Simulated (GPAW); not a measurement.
# MoS2 (P6_3/mmc) in GPAW: single point with PBE

Aim: the single point of MoS2 with PBE.

Everything below comes from runs of GPAW 26.7.0. Logs are shortened: lines on timing, memory, paths and dates and some standing lists are left out, and cuts for length are marked. The log counts tension as positive stress, the text compression.

**Experimental background.**

From “Multiwavelength excitation Raman Scattering Analysis of bulk and 2 dimensional MoS2: Vibrational properties of atomically thin MoS2 layers”, 2015, arxiv:1506.03228, for a bulk crystal of MoS2 at 300 K: band gap 1.3 eV (indirect).

How close the calculation comes is told below.

**1. Starting point**

It takes space group P6_3/mmc (No. 194, hexagonal). The conventional cell has a = 3.169 Å, b = 3.169 Å, c = 12.324 Å, α = 90.00°, β = 90.00°, γ = 120.00°. Mo (site symmetry -6m2) is surrounded by 6 S at 2.41 Å. Around S (site symmetry 3m) lie 3 Mo at 2.41 Å.

**2. Single point, PBE**

run.py reads:

```python
from ase import Atoms
from ase.dft.bandgap import bandgap
from ase.io import write
from ase.units import GPa
from gpaw import GPAW, PW

atoms = Atoms(['Mo', 'Mo', 'S', 'S', 'S', 'S'],
              cell=[[3.169, 0.0, 0.0],
                    [-1.5845, 2.7444345046, 0.0],
                    [0.0, 0.0, 12.324]],
              scaled_positions=[[0.6666666667, 0.3333333333, 0.75],
                                [0.3333333333, 0.6666666667, 0.25],
                                [0.6666666667, 0.3333333333, 0.377],
                                [0.3333333333, 0.6666666667, 0.877],
                                [0.6666666667, 0.3333333333, 0.123],
                                [0.3333333333, 0.6666666667, 0.623]],
              pbc=True)

calc = GPAW(mode=PW(450),
            xc='PBE',
            kpts={'size': (8, 8, 2), 'gamma': True},
            occupations={'name': 'fermi-dirac', 'width': 0.05},
            nbands=46,
            maxiter=120,
            txt='gpaw.txt')
atoms.calc = calc
energy = atoms.get_potential_energy()
forces = atoms.get_forces()
stress = atoms.get_stress()
calc.write('gs.gpw')
write('result.traj', atoms)
print(f'Energy: {energy:.6f} eV')
print('Forces (eV/A):')
print(forces.round(4))
print('Stress (GPa):', (stress / GPa).round(3))
print('Fermi level:', round(calc.get_fermi_level(), 4), 'eV')
print(f'Gap: {bandgap(calc)[0]:.4f} eV, direct: {bandgap(calc, direct=True)[0]:.4f} eV')
```

Potentials or basis: GPAW PAW data sets (gpaw-data 1.2.1), pw.

Command:

```console
OMP_NUM_THREADS=1 python run.py
```

gpaw.txt:

```text
__  _  _
 | _ |_)|_||  |
 |__||  | ||/\| - 26.7.0

Input parameters:
  mode=PW(ecut=450.00000000000006),
  kpts=MonkhorstPack(size=(8, 8, 2), gamma=True),
  maxiter=120,
  nbands=46,
  occupations=Occupations(name='fermi-dirac', width=0.05),
  xc=XC(name='PBE')

Diagonalizing LCAO Hamiltonian
Converting LCAO to pw mode

        S

           Mo
        S

           S
        Mo

           S

Atoms  # Å, Bohr magnetons
|   | symbol |         x |        y |         z |    initial magnetic moments |
|---|--------|-----------|----------|-----------|-----------------------------|
| 0 |     Mo |  1.584500 | 0.914812 |  9.243000 | ( 0.0000,  0.0000,  0.0000) |
| 1 |     Mo | -0.000000 | 1.829623 |  3.081000 | ( 0.0000,  0.0000,  0.0000) |
| 2 |      S |  1.584500 | 0.914812 |  4.646148 | ( 0.0000,  0.0000,  0.0000) |
| 3 |      S | -0.000000 | 1.829623 | 10.808148 | ( 0.0000,  0.0000,  0.0000) |
| 4 |      S |  1.584500 | 0.914812 |  1.515852 | ( 0.0000,  0.0000,  0.0000) |
| 5 |      S | -0.000000 | 1.829623 |  7.677852 | ( 0.0000,  0.0000,  0.0000) |

Unit cell  # Å
| periodic |         x |        y |         z |   lengths |     angles |
|----------|-----------|----------|-----------|-----------|------------|
|      yes |  3.169000 | 0.000000 |  0.000000 |  3.169000 |  90.000000 |
|      yes | -1.584500 | 2.744435 |  0.000000 |  3.169000 |  90.000000 |
|      yes |  0.000000 | 0.000000 | 12.324000 | 12.324000 | 120.000000 |

Number of symmetries: 12
Symmetry operations  # r_c * U_cc + t_c -> r_c
|    | kind |            matrix            |
|----|------|------------------------------|
|  0 |  σ   |  1, 1, 0,  0,-1, 0,  0, 0, 1 |
|  1 |  S6  |  1, 1, 0, -1, 0, 0,  0, 0,-1 |
|  2 |  E   |  1, 0, 0,  0, 1, 0,  0, 0, 1 |
|  3 |  C2  |  1, 0, 0, -1,-1, 0,  0, 0,-1 |
|  4 |  C2  |  0, 1, 0,  1, 0, 0,  0, 0,-1 |
|  5 |  C3  |  0, 1, 0, -1,-1, 0,  0, 0, 1 |
|  6 |  S6  |  0,-1, 0,  1, 1, 0,  0, 0,-1 |
|  7 |  σ   |  0,-1, 0, -1, 0, 0,  0, 0, 1 |
|  8 |  σ   | -1, 0, 0,  1, 1, 0,  0, 0, 1 |
|  9 |  i   | -1, 0, 0,  0,-1, 0,  0, 0,-1 |
| 10 |  C3  | -1,-1, 0,  1, 0, 0,  0, 0, 1 |
| 11 |  C2  | -1,-1, 0,  0, 1, 0,  0, 0,-1 |

BZ-sampling:
  Number of BZ points: 128
  Number of IBZ points: 20

  Monkhorst-Pack size: [8, 8, 2]
  Monkhorst-Pack shift: [0.0625, 0.0625, 0.25]

K-points  # in reciprocal-cell coordinates
|     |                                coordinates |     weight |
|-----|--------------------------------------------|------------|
|   0 | (  0.00000000,   0.00000000,   0.00000000) | 0.00781250 |
|   1 | (  0.00000000,   0.00000000,   0.50000000) | 0.00781250 |
|   2 | (  0.12500000,   0.00000000,   0.00000000) | 0.04687500 |
|   3 | (  0.12500000,   0.00000000,   0.50000000) | 0.04687500 |
|   4 | (  0.25000000,  -0.12500000,   0.00000000) | 0.04687500 |
|   5 | (  0.25000000,  -0.12500000,   0.50000000) | 0.04687500 |
|   6 | (  0.25000000,   0.00000000,   0.00000000) | 0.04687500 |
|   7 | (  0.25000000,   0.00000000,   0.50000000) | 0.04687500 |
|   8 | (  0.37500000,  -0.12500000,   0.00000000) | 0.09375000 |
|   9 | (  0.37500000,  -0.12500000,   0.50000000) | 0.09375000 |
| ... |                                            |            |
|  19 | (  0.50000000,   0.50000000,   0.50000000) | 0.02343750 |

Plane wave coefficients: 2382
Cutoff: 450.00000000000006 eV

Spin-components: 1 (collinear spins)
Bands:           46
Projectors:      32
Spin-degeneracy: 2
Datatype:        complex128

Parallelization:
  kpt:    1
  domain: 1
  band:   1

Density:
  Valence electrons: 52.0
  Components: 1
  Grid points: [16 16 63]
  Charge: 0.0  # |e|

Potential:
  Grid points: [16 16 63]

species:
  Mo:
    name:    Molybdenum
    Z:       42.0
    valence: 14
    core:    28
    charge:  0.0  # [|e|]
    compensation charges:
      type: gauss
      rc: 0.38  # [Å]
      lmax: 2
    cutoffs:
      filter: 2.16  # [Å]
      core: 1.42  # [Å]
    projectors
    | kind |    occ | energy [eV] | rcut [Å] |
    |------|--------|-------------|----------|
    |   4s |  2.000 |     -64.307 |    1.238 |
    |   5s |  1.000 |      -4.084 |    1.238 |
    |   4p |  6.000 |     -38.491 |    1.296 |
    |   5p |  0.000 |      -1.044 |    1.296 |
    |   4d |  5.000 |      -3.754 |    1.296 |
    |    d |        |      23.458 |    1.296 |

    Using partial waves for Mo as LCAO basis

  S:
    name:    Sulfur
    Z:       16.0
    valence: 6
    core:    10
    charge:  0.0  # [|e|]
    compensation charges:
      type: gauss
      rc: 0.24  # [Å]
      lmax: 2
    cutoffs:
      filter: 1.77  # [Å]
      core: 1.66  # [Å]
    projectors
    | kind |    occ | energy [eV] | rcut [Å] |
    |------|--------|-------------|----------|
    |   3s |  2.000 |     -17.254 |    0.974 |
    |   3p |  4.000 |      -7.008 |    0.979 |
    |    s |        |       9.957 |    0.974 |
    |    p |        |      20.203 |    0.979 |
    |    d |        |       0.000 |    0.900 |

    Using partial waves for S as LCAO basis

Reference energy: -263698.624853  # eV

eigensolver:
  PPCG
  Converge bands: occupied
  niter=2

density mixing:
  MSR1-Mixer
  Pratt-step length: 0.05
  Maximum mixing coefficient: 0.75
  Old densities: 10
  SVD Regularization: 0.005
  Good broyden scale: 1.0
  Trust region scale: 1.0
  Backstep threshold: 4.0
  History deletion threshold: 6.0
  Fourier metric: weight=20.0, sigma=0.015

occupation numbers:
  Fermi-Dirac:
    width: 0.0500  # eV

poisson solver:
  ecut: 3600.0000000000005  # eV

xc functional:
  name: PBE with 2 nearest neighbor stencil

convergence criteria:
- Maximum [total energy] change in last 3 cyles: 0.0005 eV / valence electron
- Maximum integral of absolute [dens]ity change: 0.0001 electrons / valence electron
- Maximum integral of absolute [eigenst]ate change: 4e-08 eV^2 / valence electron
maximum number of iterations: 120

SCF iterations
|iter     | |      energy | eigst |  dens |
|---------|-|-------------|-------|-------|
|iter:   1| |  -47.141017 | +0.50 |       |
|iter:   2| |  -46.287031 | -1.16 | -0.98 |
|iter:   3| |  -44.237378 | -1.13 | -1.05 |
|iter:   4| |  -44.121732 | -1.97 | -1.46 |
|iter:   5| |  -44.123695 | -2.58 | -1.77 |
|iter:   6| |  -44.116751c| -3.08 | -2.04 |
|iter:   7| |  -44.111566c| -4.05 | -2.53 |
|iter:   8| |  -44.111467c| -5.31 | -3.06 |
|iter:   9| |  -44.111477c| -6.23 | -3.56 |
|iter:  10| |  -44.111477c| -7.59c| -4.39c|

Converged in 10 steps
Energy contributions relative to reference atoms: (reference = -263698.624853)

Energy contributions:
  Kinetic:          -1.049345
  Coulomb:         -11.100268
  Zero:             -0.353014
  External:          0.000000
  Xc:              -31.608847
  Entropy:          -0.000004
  Spinorbit:         0.000000
  ----------------------------
  Free energy:     -44.111479
  Extrapolated:    -44.111477

dipole moment: (0.000001, 0.000002, 0.000007)  # |e|*Ang

Fermi level: 8.592
Eigenvalues  # (at kpt = [0.000, 0.000, 0.000])
| band index |      eig [eV] | occ [0-2] |
|------------|---------------|-----------|
|          0 |       -53.401 |     2.000 |
|        ... |               |           |
|         18 |         4.937 |     2.000 |
|         19 |         6.019 |     2.000 |
|         20 |         6.019 |     2.000 |
|         21 |         6.065 |     2.000 |
|         22 |         6.065 |     2.000 |
|         23 |         6.993 |     2.000 |
|         24 |         7.029 |     2.000 |
|         25 |         8.169 |     2.000 |
|         26 |        10.263 |     0.000 |
|         27 |        10.263 |     0.000 |
|         28 |        10.292 |     0.000 |
|         29 |        10.292 |     0.000 |
|         30 |        10.429 |     0.000 |
|         31 |        10.429 |     0.000 |
|         32 |        10.600 |     0.000 |
|         33 |        10.600 |     0.000 |
|        ... |               |           |
|         45 |        20.564 |     0.000 |

Gap: 0.973 eV
Transition (v -> c):
  (s=0, k=0, n=25, [0.00, 0.00, 0.00]) -> (s=0, k=8, n=26, [0.38, -0.12, 0.00])
Direct/indirect transitions are different
Direct gap: 1.911 eV
Transition at: (s=0, k=12, n=25, [0.38, 0.38, 0.00])

Forces  # eV/Ang
|        x |        y |        z |
|----------|----------|----------|
|  0.00000 | -0.00000 | -0.00037 |  # Mo   0
|  0.00000 |  0.00000 |  0.00037 |  # Mo   1
|  0.00000 |  0.00000 | -0.05663 |  # S    2
| -0.00000 |  0.00000 | -0.05509 |  # S    3
|  0.00000 | -0.00000 |  0.05509 |  # S    4
|  0.00000 |  0.00000 |  0.05663 |  # S    5

Stress tensor  # eV/Ang^3
|         x |         y |         z |
|-----------|-----------|-----------|
| -0.010089 |  0.000000 |  0.000000 |
| -0.000000 | -0.010089 |  0.000000 |
|  0.000000 |  0.000000 | -0.012876 |

# Writing to gs.gpw (mode='')
```

It took 39 s on 1 thread of Arm Neoverse V2, shared host; peak memory 0.2 GiB.

What came out:

```yaml
Free_energy: -44.1115 eV
Pressure: 1.8 GPa
Largest_force: 0.057 eV/Å
Band_gap_on_the_k_mesh: 0.97 eV, indirect (least direct gap 1.91 eV)
```

Forces in eV/Å, atoms in the order of the input:
```
Mo   0.000  0.000  0.000
Mo   0.000  0.000  0.000
S    0.000  0.000 -0.057
S    0.000  0.000 -0.055
S    0.000  0.000  0.055
S    0.000  0.000  0.057
```

Levels at points of the mesh, in eV from the valence-band top:
```
           k point  band 22  band 23  band 24  band 25  band 26  band 27  band 28  band 29  band 30  band 31
(0.00, 0.00, 0.00)    -2.10    -2.10    -1.18    -1.14     0.00     2.09     2.09     2.12     2.12     2.26
(0.00, 0.00, 0.50)    -2.13    -2.13    -2.13    -0.26    -0.26     2.10     2.10     2.10     2.10     2.35
(0.50, 0.50, 0.00)    -2.46    -1.72    -1.52    -1.39    -1.27     1.57     1.62     1.97     2.23     2.83
(0.50, 0.50, 0.50)    -2.60    -1.62    -1.62    -1.32    -1.32     1.59     1.59     2.11     2.11     3.20
```

Caveat: the cutoff is short for stress and forces, so pressures can be off by a GPa or more; this functional lacks dispersion, which binds the layers, so the pressure and a relaxed spacing across them are unreliable.

**3. Against experiment**

Step 2. Against the measured gap of MoS2, 1.3 eV (indirect; 300 K; “Multiwavelength excitation Raman Scattering Analysis of bulk and 2 dimensional MoS2: Vibrational properties of atomically thin MoS2 layers”, 2015, arxiv:1506.03228), the calculated 0.97 eV is off by -0.33 eV. Spin-orbit coupling on Mo is left out. The value is that of PBE on a finite k mesh, which can miss the band edges, without temperature or zero-point motion. Semilocal functionals fall short of measured gaps as a rule.
